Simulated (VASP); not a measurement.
# NiSb: self-consistent run, by LSFBXC

NiSb, P6_3/mmc (no. 194), 4 atoms in the cell. PBE; PAW potentials Sb, Ni (PBE set).

| LSFBXC | Pressure (GPa) | Gap on the mesh (eV) | Time (s) |
|---|---|---|---|
| default | 3.84 | 0.000 | 951 |
| .True. | 3.92 | 0.000 | 761 |

## Input of the first row

INCAR:
```
SYSTEM = NiSb
PREC     = Accurate       ! precision mode
ENCUT    = 520            ! plane-wave cutoff, eV
EDIFF    = 1E-6           ! SCF threshold, eV
ISMEAR   = 0              ! smearing method
SIGMA    = 0.02           ! smearing width, eV
LREAL    = .False.        ! projectors in reciprocal space
LASPH    = .True.         ! aspherical terms in the spheres
ALGO     = Normal         ! electronic algorithm
NELM     = 200            ! most SCF steps
ISIF     = 2              ! what is computed and relaxed
LWAVE    = .False.        ! write WAVECAR
LCHARG   = .False.        ! write CHGCAR
LORBIT   = 11             ! projections on sites
LMAXMIX  = 4              ! l up to which the mixer works
LNONCOLLINEAR= .True.         ! non-collinear magnetism
MAGMOM   = 0 0 0 0 0 0 0.033 -0.091 0.14 0.663 0.259 0.203 ! initial moments
ISYM     = -1            
```

KPOINTS:
```
k-points
0
Gamma
  6 6 4
```

POSCAR:
```
NiSb
1.0
    3.9280000000      0.0000000000      0.0000000000
   -1.9640000000      3.4017477861      0.0000000000
    0.0000000000      0.0000000000      5.1200000000
Sb Ni
2 2
Direct
    0.6666666667      0.3333333333      0.7500000000
    0.3333333333      0.6666666667      0.2500000000
    0.0000000000      0.0000000000      0.5000000000
    0.0000000000      0.0000000000      0.0000000000
```

Commands:
```
cat potpaw_PBE.64/Sb/POTCAR potpaw_PBE.64/Ni/POTCAR > POTCAR
mpirun -np 1 vasp_ncl > vasp.out
```

Changes of the last row against the first:
```
+ LSFBXC = True
```

VASP 6.6.1 took 951 s on 1 core (Intel Xeon Platinum 8488C (Sapphire Rapids)), a shared host.
